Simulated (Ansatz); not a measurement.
A run of Ansatz 0.2.0 is set up as follows.

Contents of input.yaml:

```yaml
crystal:
  lattice:
    - [2.95, 0.0, 0.0]
    - [-1.475, 2.5547749412, 0.0]
    - [0.0, 0.0, 4.68]
  atoms:
    - { symbol: Ti, position: [0.6666666667, 0.3333333333, 0.75] }
    - { symbol: Ti, position: [0.3333333333, 0.6666666667, 0.25] }
hamiltonian:
  xc: lda
  pseudopotentials: { kind: paw }
kpoints:
  mp_grid: { grid: [10, 10, 6] }
  band_path:
    path:
      - [[0.0, 0.0, 0.0], [0.5, 0.0, 0.0], [0.3333333333, 0.3333333333, 0.0], [0.0, 0.0, 0.0], [0.0, 0.0, 0.5], [0.5, 0.0, 0.5], [0.3333333333, 0.3333333333, 0.5], [0.0, 0.0, 0.5]]
      - [[0.5, 0.0, 0.5], [0.5, 0.0, 0.0]]
      - [[0.3333333333, 0.3333333333, 0.0], [0.3333333333, 0.3333333333, 0.5]]
    npoints: 14
scf:
  occupations: { method: fermi_dirac, width: 0.05 }
  n_extra_bands: 6
output:
  forces: true
  stress: true
  eigenvalues: true
  fatbands: false
  write_density: true
  write_potential: true
  elf: true
  volumetric_format: npy
```

Potentials or basis: Ansatz PAW.

Launch:

```bash
$ ansatz run input.yaml --threads 2 --pin off --max-ram 5632MiB --backend cpu --events-out ev --progress --plain --runs-dir out
```

Predict the pressure.

-9.8 GPa.

Estimate the band gap on the k mesh.

none (metal or under the smearing width).

Stress tensor (GPa, compression positive):
```
 -9.56   0.00   0.00
  0.00  -9.56   0.00
  0.00   0.00 -10.27
```

Caveat: the PAW data sets come from PBE, with cores solved anew for the run's functional, which leaves a small shift of forces and pressure.
